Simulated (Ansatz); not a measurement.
## Straining PbO$_{2}$

Method: DFT PBE, scalar-relativistic, plane waves, PAW (Ansatz). (420 eV cutoff, 8×8×10 k-mesh, Gaussian smearing of 0.10 eV, no spin polarisation)

The relaxed crystal:

```yaml
crystal:
  lattice:
    - [5.08147, 0.00000, 0.00000]
    - [0.00000, 5.08147, 0.00000]
    - [0.00000, 0.00000, 3.44318]
  atoms:
    - { symbol: Pb, position: [0.00000, 0.00000, 0.00000] }
    - { symbol: Pb, position: [0.50000, 0.50000, 0.50000] }
    - { symbol: O, position: [0.30792, 0.30792, 0.00000] }
    - { symbol: O, position: [0.19208, 0.80792, 0.50000] }
    - { symbol: O, position: [0.69208, 0.69208, 0.00000] }
    - { symbol: O, position: [0.80792, 0.19208, 0.50000] }
```

Deformation: uniaxial strain along c, with the lengths of a and b and the atoms relaxed and the angles held, all within the symmetry that the strain leaves. Energies are extrapolated to zero smearing.

Spin–orbit coupling is left out, which can shift energies with elements as heavy as these.

| strain (%) | ΔE (meV/atom) | a (Å) | b (Å) | c (Å) |
| --- | --- | --- | --- | --- |
| -4.5 | 15.7 | 5.189 | 5.189 | 3.288 |
| -3.0 | 6.6 | 5.153 | 5.153 | 3.340 |
| -1.5 | 1.5 | 5.117 | 5.117 | 3.392 |
| +0.0 | 0.0 | 5.081 | 5.081 | 3.443 |
| +1.5 | 1.4 | 5.047 | 5.047 | 3.495 |
| +3.0 | 5.3 | 5.012 | 5.012 | 3.546 |
| +4.5 | 11.3 | 4.979 | 4.979 | 3.598 |

(1) What stiffness (1/V) d²E/dε² at zero strain does a cubic fit over all points give?

(2) How does the free axis a answer a small strain?

## Answers

(1) A cubic fit gives (1/V) d²E/dε² = 144 GPa at zero strain (Young's modulus along this axis, angles held).

(2) Between the innermost points its strain is -0.46 times the applied one.